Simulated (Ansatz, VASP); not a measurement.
# Ru: VASP beside Ansatz

```
Ru
1.0
     2.66498    0.00000    0.00000
     0.00000    3.76885    0.00000
     0.00000    0.00000   23.66244
Ru
6
Direct
  0.50000 0.50000 0.35922
  0.00000 0.00000 0.41553
  0.50000 0.50000 0.47184
  0.00000 0.00000 0.52681
  0.50000 0.50000 0.58641
  0.00000 0.00000 0.63400
```

Alike in both runs: functional PBEsol; k mesh 11 × 8 × 1; occupations gaussian, width 0.1 eV; no spin polarisation.

Ansatz relaxed the structure, and its values are those at the end. VASP's run is a single point on that final structure, the one shown.

```csv
,VASP,Ansatz
version,VASP 6.6.1,Ansatz 0.2.0
potentials or method,"VASP PAW PBE potentials, release 64 (Ru_pv)","scalar-relativistic, plane waves, PAW"
plane-wave cutoff (eV),520,420
valence electrons in the cell,84,96
```

```tsv
	VASP	Ansatz	Ansatz less VASP
gap on the k mesh at the Fermi level (eV)	none	none	-
rms of the force components (eV/Å)	0.499	0.499	+0.0001
work function, face that differs most (eV)	4.47	4.47	+0.002
```

A gap of «none» marks a metal or a gap that the smearing closes. The two sets of potentials don't hold the same shells in valence.

Caveats: the PAW data sets were made with another functional, which shifts forces and pressure a little (VASP).
